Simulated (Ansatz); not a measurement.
# GaS: the cost of one run

Method: DFT PBE, scalar-relativistic, plane waves, PAW, in Ansatz 0.2.0.

## Step 1: Starting point

Symmetry: P6_3/mmc, No. 194, hexagonal system. Conventional cell: a = 3.630 Å, b = 3.630 Å, c = 17.775 Å, α = 90.00°, β = 90.00°, γ = 120.00°. Ga (site symmetry 3m) is surrounded by 3 S at 2.36 Å and 1 Ga at 2.47 Å. S (site symmetry 3m) has 3 Ga at 2.36 Å in its first shell of neighbours.

Structure file:

```
CELL_PARAMETERS angstrom
3.63004 0.00000 0.00000
-1.81502 3.14371 0.00000
0.00000 0.00000 17.77546
ATOMIC_POSITIONS crystal
Ga 0.33333 0.66667 0.18048
Ga 0.66667 0.33333 0.68048
Ga 0.33333 0.66667 0.31952
Ga 0.66667 0.33333 0.81952
S 0.33333 0.66667 0.61957
S 0.66667 0.33333 0.11957
S 0.33333 0.66667 0.88043
S 0.66667 0.33333 0.38043
```

It is the end of an earlier relaxation with the same method, from a generated guess; it needn't be the stable form of this composition. At a tolerance of 0.02 Å it has space group P6_3/mmc (No. 194); it has 25.36 Å³/atom, an uncorrected energy of -0.66 eV/atom over the elements.

## Step 2: Electronic structure at the relaxed geometry

File input.yaml:

```yaml
crystal:
  lattice:
    - [3.6300396068, -2.9e-09, 0.0]
    - [-1.8150198009, 3.1437065177, 0.0]
    - [0.0, 0.0, 17.7754647076]
  atoms:
    - { symbol: Ga, position: [0.3333333333, 0.6666666667, 0.1804787465] }
    - { symbol: Ga, position: [0.6666666667, 0.3333333333, 0.6804787465] }
    - { symbol: Ga, position: [0.3333333333, 0.6666666667, 0.3195212535] }
    - { symbol: Ga, position: [0.6666666667, 0.3333333333, 0.8195212535] }
    - { symbol: S, position: [0.3333333333, 0.6666666667, 0.6195654752] }
    - { symbol: S, position: [0.6666666667, 0.3333333333, 0.1195654752] }
    - { symbol: S, position: [0.3333333333, 0.6666666667, 0.8804345248] }
    - { symbol: S, position: [0.6666666667, 0.3333333333, 0.3804345248] }
basis:
  ecutwfc: 420
kpoints:
  mp_grid: { grid: [12, 12, 2] }
  band_path:
    path:
      - [[0.0, 0.0, 0.0], [0.5, 0.0, 0.0], [0.33333333, 0.33333333, 0.0], [0.0, 0.0, 0.0], [0.0, 0.0, 0.5], [0.5, 0.0, 0.5], [0.33333333, 0.33333333, 0.5], [0.0, 0.0, 0.5]]
      - [[0.5, 0.0, 0.5], [0.5, 0.0, 0.0]]
      - [[0.33333333, 0.33333333, 0.5], [0.33333333, 0.33333333, 0.0]]
    npoints: 14
hamiltonian:
  xc: pbe
scf:
  occupations: { method: gaussian, width: 0.02 }
  n_extra_bands: 20
output:
  forces: true
  stress: true
  eigenvalues: true
  populations: true
  dos: { projected: true, de: 0.02, nscf_kmesh: { grid: [18, 18, 3] } }
  bader: true
  write_density: true
  write_potential: true
  elf: true
  volumetric_format: npy
```

Run with:

```console
$ ansatz run input.yaml --threads 1 --pin off --max-ram 2560MiB --backend cpu --events-out ev --progress --plain --runs-dir out
```

**Question.** How long does this run take on 1 thread of AMD EPYC (Zen 3), shared host, and how much memory does it need?

About 4.9 min, with a peak of 1 GiB.
